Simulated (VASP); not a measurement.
**Ir: relaxation of the atoms with PW91**

Ir:

```
CELL_PARAMETERS angstrom
-0.04444 1.89984 1.93215
1.90251 -0.02735 1.91507
1.88952 1.86976 -0.01436
ATOMIC_POSITIONS crystal
Ir 0.00871 0.99529 0.00346
```

The cell isn't the ideal one: cell strained at random at fixed volume.

```yaml
Program: VASP 6.6.1
Task: relaxation of the atoms
Functional: PW91
Potentials_or_basis: VASP PAW PBE potentials, release 64 (Ir)
Cutoff: 520 eV
k_mesh: 12 × 12 × 12
Occupations: gaussian, width 0.01 eV
Spin: collinear spin, random start
Starting_moments: "[-0.03] μB"
Optimiser: BFGS
Further_INCAR_settings: LASPH = .FALSE.; ALGO = Normal; EDIFF = 1.00e-06; MAXMIX = 5
```

- Pressure after relaxing: 16.2 GPa
- Band gap on the k mesh: none (metal or under the smearing width)
- Net moment: 0.00 μB per cell
- Valence electrons inside the program's atomic spheres: Ir 8.45

Stress tensor (GPa, compression positive):
```
15.96  9.85  5.01
 9.85 20.03 -0.52
 5.01 -0.52 12.50
```

Final structure:
```
Ir
1.0
    -0.04444    1.89984    1.93215
     1.90251   -0.02735    1.91507
     1.88952    1.86976   -0.01436
Ir
1
Cartesian
  -0.0028 0.0231 0.0078
```

Levels at points of the mesh, in eV from the Fermi level:
Spin up:
| k point | band 1 | band 2 | band 3 | band 4 | band 5 | band 6 | band 7 | band 8 |
| --- | --- | --- | --- | --- | --- | --- | --- | --- |
| (0.00, 0.00, 0.00) | -11.19 | -4.27 | -4.06 | -3.68 | -1.38 | -1.12 | 14.29 | 19.35 |
| (0.50, 0.00, 0.00) | -8.28 | -4.28 | -3.81 | -1.00 | 0.69 | 0.88 | 6.96 | 14.04 |
| (0.00, 0.50, 0.00) | -8.23 | -4.46 | -3.70 | -0.82 | 0.70 | 0.97 | 7.24 | 13.88 |
| (0.50, 0.50, 0.00) | -8.06 | -7.47 | 0.83 | 1.38 | 1.50 | 1.55 | 10.40 | 11.30 |
| (0.00, 0.00, 0.50) | -8.20 | -4.29 | -3.94 | -0.67 | 0.63 | 1.09 | 7.48 | 13.79 |
| (0.50, 0.00, 0.50) | -8.03 | -7.49 | 0.77 | 1.40 | 1.54 | 1.92 | 10.89 | 11.26 |
| (0.00, 0.50, 0.50) | -8.05 | -7.48 | 0.78 | 1.33 | 1.59 | 1.70 | 10.61 | 11.65 |
| (0.50, 0.50, 0.50) | -8.17 | -4.33 | -3.98 | -0.52 | 0.78 | 1.07 | 7.70 | 13.65 |
Spin down:
```csv
k point,band 2,band 3,band 4,band 5,band 6,band 7
"(0.00, 0.00, 0.00)",-4.27,-4.06,-3.68,-1.38,-1.12,14.29
"(0.50, 0.00, 0.00)",-4.28,-3.81,-1.00,0.69,0.88,6.96
"(0.00, 0.50, 0.00)",-4.46,-3.70,-0.82,0.70,0.97,7.24
"(0.50, 0.50, 0.00)",-7.47,0.83,1.38,1.50,1.55,10.40
"(0.00, 0.00, 0.50)",-4.29,-3.94,-0.67,0.63,1.09,7.48
"(0.50, 0.00, 0.50)",-7.49,0.77,1.40,1.54,1.92,10.89
"(0.00, 0.50, 0.50)",-7.48,0.78,1.33,1.59,1.70,10.61
"(0.50, 0.50, 0.50)",-4.33,-3.98,-0.52,0.78,1.07,7.70
```

Wall time 63 s on 1 thread of Intel(R) Xeon(R) 6975P-C (Granite Rapids) (shared host), peak memory 0.27 GiB.

Caveat: the relaxation stopped at its first step, so nothing moved; the PAW data sets were made with another functional, which shifts forces and pressure a little. Spin-orbit coupling is left out, which matters for the levels of Ir.
